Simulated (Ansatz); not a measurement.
# Hg: the cost of one run

Program: Ansatz 0.2.0. Level of theory: DFT PBE, scalar-relativistic, plane waves, PAW. These are calculated values, not measurements.

2 further runs of the same task are left out: 1 that didn't finish, 1 set aside as unsound or not needed.

## 1. The starting structure

The structure is hexagonal, space group P6_3/mmc (No. 194). The conventional cell has a = 2.818 Å, b = 2.818 Å, c = 5.230 Å, α = 90.00°, β = 90.00°, γ = 120.00°. Around Hg (site symmetry -6m2) lie 12 Hg at 2.82 to 3.08 Å.

Structure file:

```
CELL_PARAMETERS angstrom
2.81766 0.00000 0.00000
-1.40883 2.44017 0.00000
0.00000 0.00000 5.23046
ATOMIC_POSITIONS crystal
Hg 0.33333 0.66667 0.25000
Hg 0.66667 0.33333 0.75000
```

It was made, by the change told below, from a structure of the Crystallography Open Database.

## 2. Substitution of an element, cell strained: Zn → Hg, first probe

The structure above already holds this change against its source: Hg takes all sites of Zn, and lengths are scaled by 1.049 as a first guess of the size; strain xx, yy, zz, yz, xz, xy = +0.8, +0.8, +0.8, +0.0, +0.0, +0.0 %.

Contents of input.yaml:

```yaml
crystal:
  lattice:
    - [2.817661354, 0.0, 0.0]
    - [-1.408830677, 2.4401663118, 0.0]
    - [0.0, 0.0, 5.2304621744]
  atoms:
    - { symbol: Hg, position: [0.3333333333, 0.6666666667, 0.25] }
    - { symbol: Hg, position: [0.6666666667, 0.3333333333, 0.75] }
basis:
  ecutwfc: 420
kpoints:
  mp_grid: { grid: [9, 9, 4] }
hamiltonian:
  xc: pbe
scf:
  occupations: { method: gaussian, width: 0.1 }
output:
  forces: true
  stress: true
  eigenvalues: true
```

Launch:

```bash
$ ansatz run input.yaml --threads 1 --pin off --max-ram 1331MiB --backend cpu --events-out ev --progress --plain --runs-dir out
```

Q: Estimate wall time and peak memory on 1 thread of an x86-64 CPU, shared host.

About 3 s, with a peak of 0.31 GiB.
